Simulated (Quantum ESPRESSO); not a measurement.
MgS:

```xyz
2
Lattice="0.0000 2.8331 2.8331 2.8331 0.0000 2.8331 2.8331 2.8331 0.0000" Properties=species:S:1:pos:R:3 pbc="T T T"
S     1.4166    1.4166    1.4166
Mg    0.0000    0.0000    0.0000
```

The cell comes from a database or a generator and needn't be the stable form of this composition.

| Quantity | Value |
| --- | --- |
| Program | Quantum ESPRESSO 7.5 |
| Task | phonons |
| Functional | LDA |
| Potentials or basis | PseudoDojo 0.4.1 SR LDA standard |
| Cutoff | 1143 eV |
| Density cutoff | 4572 eV |
| k mesh | 4 × 4 × 4, shifted |
| Occupations | fermi-dirac, width 0.05 eV |
| Spin | no spin polarisation |
| Form of the LDA correlation | PW92 |
| Mixing beta | 0.5 |
| Most SCF iterations | 120 |
| SCF threshold | 4e-10 Ry |

The cell and the atoms were relaxed first, to 21.91 Å³/atom (a = 3.957 Å, b = 3.957 Å, c = 3.957 Å, α = 60.00°, β = 60.00°, γ = 60.00°), and the response was taken there.

The first run showed a gap, so the response started from a second, tighter run with fixed occupations.

Problem. Which optical modes does the crystal have at the zone centre, and which show in infrared and Raman spectra?

Solution. The optical modes are T2. Infrared active: T2. Raman active: T2.

Optical modes at Γ, degenerate ones joined, polar ones without the macroscopic field:
```csv
cm⁻¹,components,symmetry,active in,"IR intensity, summed ((D/Å)²/amu)"
343,3,T2,IR and Raman,17.60
```

Zone-centre frequencies without and with the macroscopic field along z (cm⁻¹):
```csv
,optical modes in rising order
without,343 343 343
with the field,343 343 431
```
